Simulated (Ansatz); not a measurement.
# NiO: the cost of one run

Method: DFT PBE+U, scalar-relativistic, plane waves, PAW, in Ansatz 0.2.0.

**1. The structure to begin with**

Symmetry: Fm-3m, No. 225, cubic system. The conventional cell has a = 4.177 Å, b = 4.177 Å, c = 4.177 Å, α = 90.00°, β = 90.00°, γ = 90.00°. Around Ni (site symmetry m-3m) lie 6 O at 2.09 Å. O (site symmetry m-3m) is surrounded by 6 Ni at 2.09 Å.

Structure file:

```
CELL_PARAMETERS angstrom
2.08850 2.08850 4.17700
4.17700 2.08850 2.08850
2.08850 4.17700 2.08850
ATOMIC_POSITIONS crystal
Ni 0.00000 0.00000 0.00000
Ni 0.50000 0.50000 0.50000
O 0.25000 0.25000 0.25000
O 0.75000 0.75000 0.75000
```

**2. Phonons: NiO, moments +−**

Contents of input.yaml:

```yaml
crystal:
  lattice:
    - [2.0885, 2.0885, 4.177]
    - [4.177, 2.0885, 2.0885]
    - [2.0885, 4.177, 2.0885]
  atoms:
    - { symbol: Ni, position: [0.0, 0.0, 0.0], spin: 2.0 }
    - { symbol: Ni, position: [0.5, 0.5, 0.5], spin: -2.0 }
    - { symbol: O, position: [0.25, 0.25, 0.25] }
    - { symbol: O, position: [0.75, 0.75, 0.75] }
magnetization:
  spin_polarized: true
scf:
  occupations: { method: fixed }
output:
  populations: true
hamiltonian:
  hubbard: { sites: [{ species: Ni, l: d, u_eff: 6.0 }] }
  xc: pbe
phonons:
  method: dfpt
  dielectric: true
  rigid_motions: translations
  eigenvectors: true
kpoints:
  mp_grid: { grid: [6, 6, 6] }
```

Started as:

```sh
ansatz run input.yaml --threads 4 --pin off --max-ram 8192MiB --backend cpu --events-out ev --progress --plain --runs-dir out
```

Q: Estimate wall time and peak memory on 4 threads of Intel Xeon 6975P-C (Granite Rapids), shared host.

About 54 s, with a peak of 1.3 GiB.
